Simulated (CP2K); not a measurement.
Input of a CP2K 2026.2 run:

File batio3_bands.inp:

```
&GLOBAL
  PROJECT batio3_bands
  RUN_TYPE ENERGY_FORCE
  PRINT_LEVEL LOW
&END GLOBAL
&FORCE_EVAL
  METHOD QS
  STRESS_TENSOR ANALYTICAL
  &DFT
    BASIS_SET_FILE_NAME BASIS_ccGRB_UZH
    POTENTIAL_FILE_NAME POTENTIAL_UZH
    &MGRID
      CUTOFF 700
      REL_CUTOFF 60
      NGRIDS 4
    &END MGRID
    &QS
      METHOD GPW
      EPS_DEFAULT 1.0E-9
    &END QS
    &KPOINTS
      SCHEME MONKHORST-PACK 7 7 7
      GAMMA_CENTERED T
      SYMMETRY T
      SYMMETRY_BACKEND SPGLIB
    &END KPOINTS
    &SCF
      SCF_GUESS ATOMIC
      EPS_SCF 1.0E-6
      MAX_SCF 100
      ADDED_MOS 19
      CHOLESKY OFF
      EPS_EIGVAL 1.0E-7
      &DIAGONALIZATION ON
        ALGORITHM STANDARD
      &END DIAGONALIZATION
      &MIXING ON
        METHOD BROYDEN_MIXING
        ALPHA 0.4
        BETA 1.5
        NBUFFER 8
      &END MIXING
      &SMEAR ON
        METHOD FERMI_DIRAC
        ELECTRONIC_TEMPERATURE [K] 580.226
      &END SMEAR
    &END SCF
    &XC
      &XC_FUNCTIONAL
        &GGA_X_PBE
        &END GGA_X_PBE
        &GGA_C_PBE
        &END GGA_C_PBE
      &END XC_FUNCTIONAL
    &END XC
    &PRINT
      &KPOINTS ON
      &END KPOINTS
      &MULLIKEN ON
      &END MULLIKEN
      &MO ON
        ENERGIES T
        OCCUPATION_NUMBERS T
        &EACH
          QS_SCF 0
        &END EACH
        ADD_LAST NUMERIC
      &END MO
      &BAND_STRUCTURE
        FILE_NAME bands.bs
        ADDED_MOS 4
        &KPOINT_SET
          UNITS B_VECTOR
          NPOINTS 8
          SPECIAL_POINT GAMMA 0.00000000 0.00000000 0.00000000
          SPECIAL_POINT X 0.00000000 0.50000000 0.00000000
          SPECIAL_POINT M 0.50000000 0.50000000 0.00000000
          SPECIAL_POINT GAMMA 0.00000000 0.00000000 0.00000000
          SPECIAL_POINT Z 0.00000000 0.00000000 0.50000000
          SPECIAL_POINT R 0.00000000 0.50000000 0.50000000
          SPECIAL_POINT A 0.50000000 0.50000000 0.50000000
          SPECIAL_POINT Z 0.00000000 0.00000000 0.50000000
        &END KPOINT_SET
        &KPOINT_SET
          UNITS B_VECTOR
          NPOINTS 8
          SPECIAL_POINT X 0.00000000 0.50000000 0.00000000
          SPECIAL_POINT R 0.00000000 0.50000000 0.50000000
        &END KPOINT_SET
        &KPOINT_SET
          UNITS B_VECTOR
          NPOINTS 8
          SPECIAL_POINT M 0.50000000 0.50000000 0.00000000
          SPECIAL_POINT A 0.50000000 0.50000000 0.50000000
        &END KPOINT_SET
      &END BAND_STRUCTURE
    &END PRINT
  &END DFT
  &SUBSYS
    &CELL
      A 3.9998000000 0.0000000000 0.0000000000
      B 0.0000000000 3.9998000000 0.0000000000
      C 0.0000000000 0.0000000000 4.0180000000
      PERIODIC XYZ
    &END CELL
    &COORD
      Ba  0.0000000000 0.0000000000 0.0000000000
      Ti  1.9999000000 1.9999000000 1.9688200000
      O   0.0000000000 1.9999000000 2.0773060000
      O   1.9999000000 0.0000000000 2.0773060000
      O   1.9999000000 1.9999000000 0.0763420000
    &END COORD
    &KIND Ba
      BASIS_SET ccGRB-D-q10
      POTENTIAL GTH-PBE-q10
    &END KIND
    &KIND Ti
      BASIS_SET ccGRB-D-q12
      POTENTIAL GTH-PBE-q12
    &END KIND
    &KIND O
      BASIS_SET ccGRB-D-q6
      POTENTIAL GTH-PBE-q6
    &END KIND
    &PRINT
      &ATOMIC_COORDINATES ON
      &END ATOMIC_COORDINATES
      &CELL ON
      &END CELL
      &SYMMETRY ON
      &END SYMMETRY
    &END PRINT
  &END SUBSYS
  &PRINT
    &FORCES ON
    &END FORCES
    &STRESS_TENSOR ON
    &END STRESS_TENSOR
  &END PRINT
&END FORCE_EVAL
```

Potentials or basis: POTENTIAL_UZH Ba GTH-PBE-q10, Ti GTH-PBE-q12, O GTH-PBE-q6; ccGRB-D basis.

Command:

```sh
$ OMP_NUM_THREADS=1 cp2k.psmp -i batio3_bands.inp -o batio3_bands.out
```

Question: Estimate the Mulliken charges.

Answer: Ba +0.85; Ti +1.36; O -0.74, -0.72 e.

Question: What does it give for the pressure?

Answer: 6.1 GPa.

Question: Predict the band gap along the path.

Answer: 1.72 eV, indirect (least direct gap 2.03 eV).

Stress tensor (GPa, compression positive):
```
5.79 0.00 0.00
0.00 5.79 0.00
0.00 0.00 6.66
```

Caveat: spin-orbit coupling is left out, which moves the levels of the heavy elements; the mesh misses the band edges, which the band path finds closer together; the basis of atomic orbitals isn't converged, which shifts pressures, moduli and gaps.
